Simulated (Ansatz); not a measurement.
Relaxation of Ga

Method: Ansatz 0.2.0, DFT PBE, scalar-relativistic, plane waves, PAW. Run with 420 eV cutoff, 15×15×10 k-mesh, Gaussian smearing of 0.10 eV, no spin polarisation.

What was changed in Y: Y → Ga on all its sites, cell and atoms relaxed.

Input:

```yaml
crystal:
  lattice:
    - [3.043191345, 0.0, 0.0]
    - [-1.5215956725, 2.6354810133, 0.0]
    - [0.0, 0.0, 4.7573405585]
  atoms:
    - { symbol: Ga, position: [0.3333333333, 0.6666666667, 0.25] }
    - { symbol: Ga, position: [0.6666666667, 0.3333333333, 0.75] }
basis:
  ecutwfc: 420
kpoints:
  mp_grid: { grid: [15, 15, 10] }
hamiltonian:
  xc: pbe
scf:
  occupations: { method: gaussian, width: 0.1 }
output:
  forces: true
  stress: true
  eigenvalues: true
relax:
  adjacent_minimum: "off"
  f_tol: 0.01
  max_steps: 60
  cell: { stress_tol: 0.1 }
```

F is the free energy. Steps run on the plane waves of an earlier cell, but the last one, and at times one on the way, on a freshly chosen basis, so a repeated geometry can differ a little in energy.

Steps:

| step | F − F(1) (eV) | largest force component (eV/Å) | V (Å³/atom) | P (GPa) |
| --- | --- | --- | --- | --- |
| 1 | 0.0000 | 0.000 | 19.078 | 0.15 |
| 2 | -0.0037 | 0.000 | 19.111 | 0.00 |
| 3 | -0.0029 | 0.000 | 18.916 | 0.43 |
| 4 | -0.0047 | 0.000 | 19.100 | -0.01 |
| 5 | -0.0047 | 0.000 | 19.100 | -0.01 |

Relaxed structure:

```
CELL_PARAMETERS angstrom
3.01455 0.00000 0.00000
-1.50728 2.61068 0.00000
0.00000 0.00000 4.85395
ATOMIC_POSITIONS crystal
Ga 0.33333 0.66667 0.25000
Ga 0.66667 0.33333 0.75000
```

Symmetry: P6_3/mmc, No. 194, hexagonal system. Conventional cell: a = 3.015 Å, b = 3.015 Å, c = 4.854 Å, α = 90.00°, β = 90.00°, γ = 120.00°. Ga (site symmetry -6m2) has 12 Ga at 2.99 to 3.01 Å as nearest neighbours.

The run converged. The run took roughly 10 core-seconds.